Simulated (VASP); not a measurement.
Runs of VASP 6.6.1 on BaZrO3. The structure is cubic, space group Pm-3m (No. 221). Conventional cell: a = 4.191 Å, b = 4.191 Å, c = 4.191 Å, α = 90.00°, β = 90.00°, γ = 90.00°. Ba (site symmetry m-3m) has 12 O at 2.96 Å as nearest neighbours. Zr (site symmetry m-3m) is surrounded by 6 O at 2.10 Å. O (site symmetry 4/mmm) has 2 Zr at 2.10 Å as nearest neighbours. 

| task | level | cell | k mesh | cutoff (eV) | optimiser | gap on the mesh (eV) | pressure (GPa) | relaxed volume (Å³/atom) |
| --- | --- | --- | --- | --- | --- | --- | --- | --- |
| relaxation of the atoms | r2SCAN | atoms relaxed from: atoms moved at random, drawn with an rms of 0.15 Å | 5 × 5 × 5 | 520 | vasp | 3.81 | 2.7 | - |
| relaxation of cell and atoms | r2SCAN+rVV10 | relaxed | 6 × 6 × 6 | 600 | - | 3.67 | 0.0 | (a) |
| relaxation of cell and atoms | SCAN | relaxed | 6 × 6 × 6 | 600 | - | 3.67 | 0.0 | 14.89 |
| relaxation of cell and atoms | r2SCAN | relaxed | 6 × 6 × 6 | 600 | - | 3.67 | 0.0 | 14.95 |

Alike in all rows: potentials or basis VASP PAW PBE potentials, release 64 (Ba_sv, Zr_sv, O); no spin polarisation; smearing gaussian 0.05 eV.

Problem. Fill in the values left out.

Solution. (a) 14.85.

Caveats: the PAW data sets were made with another functional, which shifts forces and pressure a little; spin-orbit coupling is left out, which moves the levels of the heavy elements; an odd mesh through Γ misses points on the zone boundary, where band edges often lie (some runs).

A k mesh can miss the band edges, and the runs leave out spin-orbit coupling on Ba, Zr.
